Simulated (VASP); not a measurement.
Runs of VASP 6.6.1 on AlNi. All rows change the cell; the cell of one of them follows. It takes space group P4/mmm (No. 123, tetragonal). The conventional cell has a = 2.651 Å, b = 2.651 Å, c = 2.881 Å, α = 90.00°, β = 90.00°, γ = 90.00°. Al (site symmetry 4/mmm) has 8 Ni at 2.36 Å and 4 Al at 2.65 Å as nearest neighbours. Ni (site symmetry 4/mmm) is surrounded by 8 Al at 2.36 Å and 4 Ni at 2.65 Å. 

| cell | gap on the mesh (eV) | pressure (GPa) |
| --- | --- | --- |
| strain -0.080 along x and y, +0.000 along z, atoms carried along | none | 42.5 |
| strain +0.080 along x and y, -0.080 along z, atoms carried along | none | -6.6 |
| strain +0.080 along x and y, +0.000 along z, atoms carried along | none | -16.3 |
| strain +0.000 along x and y, -0.080 along z, atoms carried along | none | (a) |

Alike in all rows: task single point; level PBE; potentials or basis VASP PAW PBE potentials, release 64 (Al, Ni); no spin polarisation; k mesh 16 × 16 × 16; cutoff (eV) 520; smearing gaussian 0.15 eV.

Fill in the values left out.

(a) 19.4.

Caveats: so large a pressure means that the cell lies far from this level's equilibrium, or that cutoff or potentials fall short (some runs).

A gap of «none» marks a metal or a gap under the smearing width.
